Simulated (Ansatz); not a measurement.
The system is CsSnI3.

```xyz
5
Lattice="6.2057 0.0000 0.0000 0.0000 6.2057 0.0000 0.0000 0.0000 6.2057" Properties=species:S:1:pos:R:3 pbc="T T T"
Cs    0.0000    0.0000    0.0000
I     3.1029    3.1029    0.0000
I     3.1029    0.0000    3.1029
I     0.0000    3.1029    3.1029
Sn    3.1029    3.1029    3.1029
```

| Quantity | Value |
| --- | --- |
| Program | Ansatz 0.2.0 |
| Task | relaxation of cell and atoms |
| Functional | revPBE |
| Potentials or basis | Ansatz PAW |
| Cutoff | 420 eV (not typed: the program's choice for these potentials) |
| k mesh | 5 × 5 × 5 |
| Occupations | fermi-dirac, width 0.05 eV |
| Spin | no spin polarisation |

At the start: volume 47.80 Å³/atom.

Q: Where does the relaxation end?

A: It ends after 5 steps and the volume is 52.18 Å³/atom (+9.2 %); space group Pm-3m (No. 221, to 0.05 Å).

The path:
```csv
step,energy change (eV),largest force (eV/Å),volume (Å³)
1,0.0000,0.0000,238.99
2,-0.0599,0.0000,248.41
3,-0.0846,0.0000,259.04
4,-0.0850,0.0000,260.88
5,-0.0864,0.0000,260.88
```

Final structure:
```yaml
crystal:
  lattice:
    - [6.38967, 0.00000, 0.00000]
    - [0.00000, 6.38967, 0.00000]
    - [0.00000, 0.00000, 6.38967]
  atoms:
    - { symbol: Cs, position: [0.00000, 0.00000, 0.00000] }
    - { symbol: I, position: [0.50000, 0.50000, 0.00000] }
    - { symbol: I, position: [0.50000, 0.00000, 0.50000] }
    - { symbol: I, position: [0.00000, 0.50000, 0.50000] }
    - { symbol: Sn, position: [0.50000, 0.50000, 0.50000] }
```

Caveat: the plane-wave basis is chosen anew once the cell has moved, so the energies of steps on either side of that aren't comparable; the PAW data sets come from PBE, with cores solved anew for the run's functional, which leaves a small shift of forces and pressure.
